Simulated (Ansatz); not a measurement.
**Co under changes of volume**

One of the cells (10.640 Å³/atom); the others are scaled copies at fixed shape and fractional positions:

```
CELL_PARAMETERS angstrom
2.47200 0.00000 0.00000
-1.23600 2.14081 0.00000
0.00000 0.00000 4.02114
ATOMIC_POSITIONS crystal
Co 0.66667 0.33333 0.75000
Co 0.33333 0.66667 0.25000
```

| Item | Value |
| --- | --- |
| Program | Ansatz 0.2.0 |
| Functional | PBE |
| Potentials or basis | SPMS NC |
| Cutoff | 844 eV (not typed: the program's choice for these potentials) |
| k mesh | 12 × 12 × 7 |
| Occupations | fermi-dirac, width 0.05 eV |
| Spin | collinear spin, ferromagnetic start |
| Starting moments | [2.0, 2.0] μB |

```csv
volume (Å³/atom),energy over the lowest point (meV/atom),pressure (GPa),moment (μB per cell)
10.002,52.12,20.7,3.04
10.215,28.89,14.8,3.10
10.427,12.83,9.5,3.16
10.640,?,?,?
10.853,0.00,0.4,3.25
11.066,2.06,-3.5,3.29
11.279,8.99,-7.0,3.32
```

Problem. What does the run at 10.640 Å³/atom give?

Solution. Energy over the lowest point 3.39 meV/atom; pressure 4.8 GPa; moment 3.21 μB per cell.

Worked out: A Birch-Murnaghan fit of order 3 (a polynomial in V^(-2/3)) to the other rows has its minimum at 10.88 Å³/atom with B0 = V·E''(V) = 207 GPa and B' = 3.9 at fixed shape and positions, which overstates the stiffness. It gives 3.44 meV/atom at 10.640 Å³/atom, against the run's 3.39, and -dE/dV = 4.8 GPa, against 4.8. A parabola through the other rows of the moment, of slope 0.22 μB per Å³/atom there, gives 3.21 μB, against the run's 3.21.

Energies are extrapolated to zero smearing.
